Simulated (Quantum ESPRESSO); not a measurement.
Si:

```
Si
1.0
     0.00000    2.72185    2.72185
     2.72185    0.00000    2.72185
     2.72185    2.72185    0.00000
Si
2
Cartesian
  2.7219 2.7219 2.7219
  4.0828 4.0828 4.0828
```

```yaml
Program: Quantum ESPRESSO 7.5
Task: phonons
Functional: PBE
Potentials_or_basis: PseudoDojo 0.4.1 SR PBE standard
Cutoff: 490 eV
Density_cutoff: 1959 eV
k_mesh: 8 × 8 × 8, shifted
Occupations: fermi-dirac, width 0.05 eV
Spin: no spin polarisation
Mixing_beta: 0.5
Most_SCF_iterations: 120
SCF_threshold: 4e-10 Ry
```

The cell and the atoms were relaxed first, to 20.44 Å³/atom (a = 3.867 Å, b = 3.867 Å, c = 3.867 Å, α = 60.00°, β = 60.00°, γ = 60.00°), and the response was taken there.

The first run showed a gap, so the response started from a second, tighter run with fixed occupations.

**Question.** What is the highest optical frequency at the zone centre?

**Answer.** 503 cm⁻¹, a mode of symmetry T2g (Raman).

Optical modes at Γ, degenerate ones joined, polar ones without the macroscopic field:
| cm⁻¹ | components | symmetry | active in | IR intensity, summed ((D/Å)²/amu) |
| --- | --- | --- | --- | --- |
| 503 | 3 | T2g | Raman | 0.00 |

Born effective charge tensors (e):
atom 1, Si
```
0.00 0.00 0.00
0.00 0.00 0.00
0.00 0.00 0.00
```
atom 2, Si
```
0.00 0.00 0.00
0.00 0.00 0.00
0.00 0.00 0.00
```
